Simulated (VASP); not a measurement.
# Cu (I4/mmm) in VASP: a series of runs

Aim: see how the results for Cu move with the level of theory and the settings. Levels: r2SCAN, PBEsol. Tasks: relaxation of the atoms, single point, relaxation of cell and atoms.

Everything below comes from runs of VASP 6.6.1. Logs are shortened: lines on timing, memory, paths and dates and some standing lists are left out, and cuts for length are marked.

### Step 1. The crystal as given

The structure is tetragonal, space group I4/mmm (No. 139). The conventional cell has a = 2.886 Å, b = 2.886 Å, c = 2.752 Å, α = 90.00°, β = 90.00°, γ = 90.00°. Cu (site symmetry 4/mmm) is surrounded by 10 Cu at 2.46 to 2.75 Å.

This isn't the form of Cu at room conditions, which is fcc.

### Step 2. Relaxation of the atoms, r2SCAN (cell strained at random at fixed volume)

Input file INCAR:

```
SYSTEM = Cu
ALGO     = Normal         ! electronic algorithm
EDIFF    = 1E-6           ! SCF threshold, eV
EDIFFG   = -0.02          ! ionic threshold
ENCUT    = 520            ! plane-wave cutoff, eV
IBRION   = 2              ! ionic algorithm
ISIF     = 2              ! what is computed and relaxed
ISMEAR   = 1              ! smearing method
LASPH    = .TRUE.         ! aspherical terms in the spheres
LCHARG   = .FALSE.        ! write CHGCAR
LMIXTAU  = .TRUE.       
LREAL    = .FALSE.        ! projectors in reciprocal space
LWAVE    = .FALSE.        ! write WAVECAR
METAGGA  = R2SCAN         ! meta-GGA
NELM     = 80             ! most SCF steps
NSW      = 60             ! ionic steps
PREC     = Accurate       ! precision mode
SIGMA    = 0.1            ! smearing width, eV
```

Input file KPOINTS:

```
k-points
0
G
  10 10 10
  0 0 0
```

Input file POSCAR:

```
Cu
1.0
   -1.4426330000      1.4741040000      1.3553330000
    1.4642180000     -1.4439080000      1.3463040000
    1.4429190000      1.4441940000     -1.3236730000
Cu
1
Direct
    0.0126430000      0.0301380000     -0.0062550000
```

Potentials or basis: VASP PAW PBE potentials, release 64 (Cu).

Launch:

```bash
cat potpaw_PBE.64/Cu/POTCAR > POTCAR
mpirun -np 1 vasp_std > vasp.out
```

OUTCAR:

```text
SYSTEM = Cu
   EDIFF = 1E-6
   EDIFFG = -0.02
   ENCUT = 520
   IBRION = 2
   ISIF = 2
   ISMEAR = 1
   LASPH = .TRUE.
   LREAL = .FALSE.
   METAGGA = R2SCAN
   NELM = 80
   NSW = 60
   PREC = Accurate

 ion  position               nearest neighbor table
   1  0.013  0.030  0.994-

  LATTYP: Found a triclinic cell.
 ALAT       =     2.4330683840
 B/A-ratio  =     1.1948801435
 C/A-ratio  =     1.1995017339
 COS(alpha) =     0.0002808097
 COS(beta)  =     0.5876904318
 COS(gamma) =     0.5888504237

  Lattice vectors:

 A1 = (  -1.4429190000,  -1.4441940000,   1.3236730000)
 A2 = (  -2.9071370000,  -0.0002860000,  -0.0226310000)
 A3 = (  -0.0002860000,  -2.9182980000,  -0.0316600000)

Analysis of symmetry for initial positions (statically):
=====================================================================
 Subroutine PRICEL returns:
 Original cell was already a primitive cell.

 Routine SETGRP: Setting up the symmetry group for a
 triclinic supercell.

 Subroutine GETGRP returns: Found  2 space group operations
 (whereof  1 operations were pure point group operations)
 out of a pool of  2 trial point group operations.

The static configuration has the point symmetry C_1 .
 The point group associated with its full space group is S_2 .

Analysis of symmetry for dynamics (positions and initial velocities):
=====================================================================
 Subroutine PRICEL returns:
 Original cell was already a primitive cell.

 Routine SETGRP: Setting up the symmetry group for a
 triclinic supercell.

 Subroutine GETGRP returns: Found  2 space group operations
 (whereof  1 operations were pure point group operations)
 out of a pool of  2 trial point group operations.

The dynamic configuration has the point symmetry C_1 .
 The point group associated with its full space group is S_2 .

 Subroutine INISYM returns: Found  2 space group operations
 (whereof  1 operations are pure point group operations),
 and found     1 'primitive' translations

----------------------------------------------------------------------------------------

                                     Primitive cell

  volume of cell :      11.4581

  direct lattice vectors                    reciprocal lattice vectors
    -1.442633000  1.474104000  1.355333000    -0.002885482  0.338690951  0.366383482
     1.464218000 -1.443908000  1.346304000     0.341120848 -0.004019986  0.367465464
     1.442919000  1.444194000 -1.323673000     0.343998536  0.342703144 -0.006578779

  length of vectors
     2.468015421  2.457913571  2.433068384     0.498955651  0.501408477  0.485616843

  position of ions in fractional coordinates (direct lattice)
     0.012643000  0.030138000  0.993745000

  ion indices of the primitive-cell ions
   primitive index   ion index
                 1           1

----------------------------------------------------------------------------------------

 KPOINTS: k-points

Automatic generation of k-mesh.
 Grid dimensions read from file:
 generate k-points for:   10   10   10

 Generating k-lattice:

  Cartesian coordinates                     Fractional coordinates (reciprocal lattice)
    -0.000288548  0.033869095  0.036638348     0.100000000  0.000000000  0.000000000
     0.034112085 -0.000401999  0.036746546     0.000000000  0.100000000  0.000000000
     0.034399854  0.034270314 -0.000657878     0.000000000 -0.000000000  0.100000000

  Length of vectors
     0.049895565  0.050140848  0.048561684

  Shift w.r.t. Gamma in fractional coordinates (k-lattice)
     0.000000000  0.000000000  0.000000000

 Subroutine IBZKPT returns following result:
 ===========================================

 Found    504 irreducible k-points:

 Following reciprocal coordinates:
            Coordinates               Weight
  0.000000  0.000000  0.000000      1.000000
  0.100000  0.000000 -0.000000      2.000000
  0.200000  0.000000 -0.000000      2.000000
  0.300000 -0.000000  0.000000      2.000000
  0.400000 -0.000000  0.000000      2.000000
  0.500000  0.000000  0.000000      1.000000
[... 16 lines left out ...]
 -0.400000  0.200000 -0.000000      2.000000
 -0.300000  0.200000 -0.000000      2.000000
 [... further k-points ...]
   k-points           NKPTS =    504   k-points in BZ     NKDIM =    504   number of bands    NBANDS=      9
   number of dos      NEDOS =    301   number of ions     NIONS =      1
   total plane-waves  NPLWV =   5832
   dimension x,y,z NGX =    18 NGY =   18 NGZ =   18
   dimension x,y,z NGXF=    36 NGYF=   36 NGZF=   36
   ions per type =               1
   NGX,Y,Z   is equivalent  to a cutoff of  12.12, 12.17, 12.30 a.u.
   NGXF,Y,Z  is equivalent  to a cutoff of  24.25, 24.35, 24.60 a.u.
 SYSTEM =  Cu
   PREC   = accura    normal or accurate (medium, high low for compatibility)
   ISTART =      0    job   : 0-new  1-cont  2-samecut
   ICHARG =      2    charge: 1-file 2-atom 10-const
   ISPIN  =      1    spin polarized calculation?
   LNONCOLLINEAR =      F non collinear calculations
   LSORBIT =      F    spin-orbit coupling
   LASPH  =      T    aspherical Exc in radial PAW
   ENCUT  =  520.0 eV  38.22 Ry    6.18 a.u.   4.59  4.57  4.52*2*pi/ulx,y,z
   NELM   =     80;   NELMIN=  2; NELMDL= -5     # of ELM steps
   EDIFF  = 0.1E-05   stopping-criterion for ELM
   LREAL  =      F    real-space projection
   EDIFFG = -.2E-01   stopping-criterion for IOM
   NSW    =     60    number of steps for IOM
   IBRION =      2    ionic relax: 0-MD 1-quasi-New 2-CG
   NFREE  =      1    steps in history (QN), initial steepest desc. (CG)
   ISIF   =      2    stress and relaxation
   ISYM   =      2    0-nonsym 1-usesym 2-fastsym
   POTIM  = 0.5000    time-step for ionic-motion
   TEBEG  =    0.0;   TEEND  =   0.0 temperature during run
   PSTRESS=    0.0 pullay stress
   NELECT =      11.0000    total number of electrons
   NUPDOWN=      -1.0000    fix difference up-down
   EMIN   =  10.00;   EMAX   =-10.00  energy-range for DOS
   EFERMI =   0.00;   METHOD = LEGACY
   ISMEAR =     1;   SIGMA  =   0.10  broadening in eV -4-tet -1-fermi 0-gaus
   EFERMI_NEDOS =   21; number of points for ismear=-14 and -15
   IALGO  =     38    algorithm
   IMIX   =      4    mixing-type and parameters
     AMIX     =   0.40;   BMIX     =  1.00
     AMIX_MAG =   1.60;   BMIX_MAG =  1.00
  volume/ion in A,a.u.               =      11.46        77.32
  Fermi-wavevector in a.u.,A,eV,Ry     =   1.614984  3.051877 35.486355  2.608174
  Thomas-Fermi vector in A             =   2.709805
   LORBIT       =      0    0 simple, 1 ext, 2 COOP (PROOUT), +10 PAW based schemes
   METAGGA = R2SCAN    functional components
   LHFCALC =     F    Hartree Fock is set to
   AEXX    =    0.0000 exact exchange contribution
   IVDW    =     0    specifies the selected vdW correction
   LEPSILON=     F    determine dielectric tensor
   LRPA    =     F    only Hartree local field effects (RPA)
 conjugate gradient relaxation of ions
 non-spin polarized calculation
 Methfessel and Paxton  Order N= 1 SIGMA  =   0.10
  energy-cutoff  :      520.00
  volume of cell :       11.46
 maximum number of plane-waves:       323
   NGX =  9   NGY =  9   NGZ =  9

 number of electron      11.0000000 magnetization

 Free energy of the ion-electron system (eV)
  ---------------------------------------------------
  ext. energy  EPLUGINS =         0.00000000
  ---------------------------------------------------
  free energy    TOTEN  =       -10.76904413 eV

  energy without entropy =      -10.76891188  energy(sigma->0) =      -10.76900005

 E-fermi :   7.7967     XC(G=0): -13.9538

 val. band max:        7.7910361016   @ k =   0.5000   0.1000   0.3000
 cond. band min:       7.8010807175   @ k =   0.2000   0.5000   0.2000
 fundamental gap:      0.0100446159
 Fermi energy:         7.7967086775

 k-point     1 :       0.0000    0.0000    0.0000
  band No.  band energies     occupation
      1      -2.1309      2.00000
      2       4.2264      2.00000
      3       4.5648      2.00000
      4       4.5988      2.00000
      5       5.3117      2.00000
      6       5.6441      2.00000
      7      33.1745      0.00000
      8      33.2471      0.00000
      9      35.3610      0.00000

 k-point     2 :       0.1000    0.0000   -0.0000
  band No.  band energies     occupation
      1      -1.7224      2.00000
      2       4.2016      2.00000
      3       4.5326      2.00000
      4       4.6935      2.00000
      5       5.3338      2.00000
      6       5.5957      2.00000
      7      30.5333      0.00000
      8      32.3020      0.00000
      9      32.5603      0.00000

 k-point     3 :       0.2000    0.0000   -0.0000
  band No.  band energies     occupation
      1      -0.5526      2.00000
      2       4.0391      2.00000
      3       4.4237      2.00000
      4       5.0599      2.00000
      5       5.4127      2.00000
      6       5.5312      2.00000
      7      25.0105      0.00000
      8      29.8995      0.00000
      9      30.5943      0.00000

 k-point     4 :       0.3000   -0.0000    0.0000
  band No.  band energies     occupation
      1       1.0875      2.00000
      2       3.8029      2.00000
      3       4.4807      2.00000
      4       5.4707      2.00000
      5       5.5913      2.00000
      6       5.6080      2.00000
      7      19.6471      0.00000
      8      27.7108      0.00000
      9      28.5618      0.00000
[... 205 lines left out ...]
 k-point    22 :       0.5000    0.2000    0.0000
  band No.  band energies     occupation
      1       2.8395      2.00000
      2       3.7011      2.00000
      3       4.2767      2.00000
      4       5.4811      2.00000
      5       5.6632      2.00000
      6       7.9430     -0.05856
      7      16.1046      0.00000
      8      18.6793      0.00000
      9      27.0652      0.00000

 k-point    23 :      -0.4000    0.2000   -0.0000
  band No.  band energies     occupation
      1       1.8541      2.00000
      2       3.8704      2.00000
      3       4.0998      2.00000
      4       5.3125      2.00000
      5       5.5821      2.00000
      6       6.4062      2.00000
      7      19.6270      0.00000
      8      20.9864      0.00000
      9      28.6800      0.00000

 k-point    24 :      -0.3000    0.2000   -0.0000
  band No.  band energies     occupation
      1       0.3983      2.00000
      2       4.1223      2.00000
      3       4.2273      2.00000
      4       5.1650      2.00000
      5       5.5175      2.00000
      6       5.6126      2.00000
      7      21.4142      0.00000
      8      26.3313      0.00000
      9      30.9643      0.00000

 [... further k-points ...]
[... 5 lines left out ...]
  --------------------------------------------------------------------------------------
  -------------------------------------------------------------------------------------
  Total        0.1465282      0.1616747      0.0737572     -0.0001304     -0.0272628     -0.0185333
  in kB       20.4889378     22.6068508     10.3134106     -0.0182302     -3.8121353     -2.5914968
  external PRESSURE =      17.8030664 kB  Pullay stress =       0.0000000 kB

 VOLUME and BASIS-vectors are now :
 -----------------------------------------------------------------------------
  energy-cutoff  :      520.00
  volume of cell :       11.46
      direct lattice vectors                 reciprocal lattice vectors
    -1.442633000  1.474104000  1.355333000    -0.002885482  0.338690951  0.366383482
     1.464218000 -1.443908000  1.346304000     0.341120848 -0.004019986  0.367465464
     1.442919000  1.444194000 -1.323673000     0.343998536  0.342703144 -0.006578779

 POSITION                                       TOTAL-FORCE (eV/Angst)
 -----------------------------------------------------------------------------------
      1.45978      1.41028     -1.25768         0.000000      0.000000      0.000000
 -----------------------------------------------------------------------------------
    total drift:                               -0.001453     -0.000051     -0.000285

  FREE ENERGIE OF THE ION-ELECTRON SYSTEM (eV)
  ---------------------------------------------------
  free  energy   TOTEN  =       -10.7690441309 eV

  energy  without entropy=      -10.7689118791  energy(sigma->0) =      -10.76900005

 reached required accuracy - stopping structural energy minimisation
```

Run time: 73 s. Hardware: 1 thread of Intel Xeon 6975P-C (Granite Rapids), shared host; peak memory 0.17 GiB.

What came out:

```
Free energy             : -10.7690 eV
Pressure after relaxing : 1.8 GPa
Band gap on the k mesh  : none (metal or under the smearing width)
```

Stress tensor (GPa, compression positive):
```
 2.05  0.00 -0.26
 0.00  2.26 -0.38
-0.26 -0.38  1.03
```

Final structure:
```
Cu
1.0
    -1.44263    1.47410    1.35533
     1.46422   -1.44391    1.34630
     1.44292    1.44419   -1.32367
Cu
1
Direct
  0.01264 0.03014 0.99374
```

Caveat: the relaxation stopped at its first step, so nothing moved; the PAW data sets were made with another functional, which shifts forces and pressure a little.

(Part 1 of 2 ends here.)
